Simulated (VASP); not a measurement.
PtS2:

```
Pt S
1.0
     1.77177    1.02293    5.33620
    -1.77177    1.02293    5.33620
     0.00000   -2.04586    5.33620
Pt S
1 2
Cartesian
  0.0000 0.0000 0.0000
  0.0000 0.0000 11.9080
  0.0000 0.0000 4.1006
```

The cell was built by a generator and needn't be a form met in nature.

| Quantity | Value |
| --- | --- |
| Program | VASP 6.6.1 |
| Task | single point |
| Functional | PBE |
| Potentials or basis | VASP PAW PBE potentials, release 64 (Pt, S) |
| Cutoff | 520 eV |
| k mesh | 9 × 9 × 9 |
| Occupations | fermi-dirac, width 0.05 eV |
| Spin | no spin polarisation |

On this cell: pressure 2.9 GPa; largest force 0.062 eV/Å; band gap on the k mesh 0.88 eV, indirect (least direct gap 1.05 eV).

The same run follows on a disturbed copy (atoms moved at random, drawn with an rms of 0.05 Å):

```
Pt S
1.0
     1.77177    1.02293    5.33620
    -1.77177    1.02293    5.33620
     0.00000   -2.04586    5.33620
Pt S
1 2
Direct
  0.97569 0.00619 0.01185
  0.73976 0.74025 0.74757
  0.24960 0.26955 0.24997
```

What changes?

The energy moves by +13.6 meV/atom; pressure 4.1 GPa; largest force 1.093 eV/Å; band gap on the k mesh 0.90 eV, indirect (least direct gap 1.03 eV).

Forces on the atoms (eV/Å):
```
Pt   0.619  0.770  0.467
S   -0.451 -0.188 -0.087
S   -0.168 -0.581 -0.380
```

Stress tensor (GPa, compression positive):
```
 4.84 -0.52 -0.99
-0.52  3.32  1.25
-0.99  1.25  4.26
```

Caveats: spin-orbit coupling is left out, which moves the levels of the heavy elements; an odd mesh through Γ misses points on the zone boundary, where band edges often lie.
